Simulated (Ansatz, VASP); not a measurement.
One calculation of BaTe, two programs

```
Ba Te
1.0
     0.00000    3.91416    3.91416
     3.91416    0.00000    3.91416
     3.91416    3.91416    0.00000
Ba Te
1 1
Direct
  0.00000 0.00000 0.00000
  0.25000 0.25000 0.25000
```

The cell was built by a generator and needn't be a form met in nature.

Alike in both runs: task single point; functional r2SCAN; k mesh 4 × 4 × 4; no spin polarisation.

|  | VASP | Ansatz |
| --- | --- | --- |
| version | VASP 6.6.1 | Ansatz 0.2.0 |
| potentials or method | VASP PAW PBE potentials, release 64 (Ba_sv, Te) | plane waves, PAW |
| plane-wave cutoff (eV) | 520 | 500 |
| occupations | gaussian, width 0.01 eV | fixed |
| valence electrons in the cell | 16 | 26 |

|  | VASP | Ansatz | Ansatz less VASP |
| --- | --- | --- | --- |
| gap on the k mesh at the Fermi level (eV) | 2.95 | 2.94 | -0.008 |
| pressure (GPa) | 0.2 | 0.0 | -0.20 |

The two sets of potentials don't hold the same shells in valence.

Caveats: the PAW data sets were made with another functional, which shifts forces and pressure a little (VASP); spin-orbit coupling is left out, which moves the levels of the heavy elements. r2SCAN opens gaps a little over a GGA but as a rule still falls short of measured ones. A k mesh can miss the band edges.
